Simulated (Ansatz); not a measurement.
# In: from a trial structure to a relaxed crystal

All numbers below come from DFT PBE, scalar-relativistic, plane waves, PAW in Ansatz 0.2.0. Cutoff 420 eV, Γ-centred k mesh, Gaussian smearing, no spin polarisation in the final step.

A relaxed cell is given with its space group left out.

```
In
1.0
    -1.70791    1.70791    2.35570
     1.70791   -1.70791    2.35570
     1.70791    1.70791   -2.35570
In
1
Direct
  0.00000 0.00000 0.00000
```

(1) What space group does it have?

(2) Is it a metal?

Results:

(1) I4/mmm (No. 139). Conventional cell: a = 3.416 Å, c = 4.711 Å. In has 12 In at 3.37–3.42 Å.

(2) Yes, bands cross the Fermi level on the 20×20×20 mesh.

The final run used a 20×20×20 mesh on its 1-atom cell and 0.10 eV smearing. The cell came from a trial start, so In may not exist in this structure.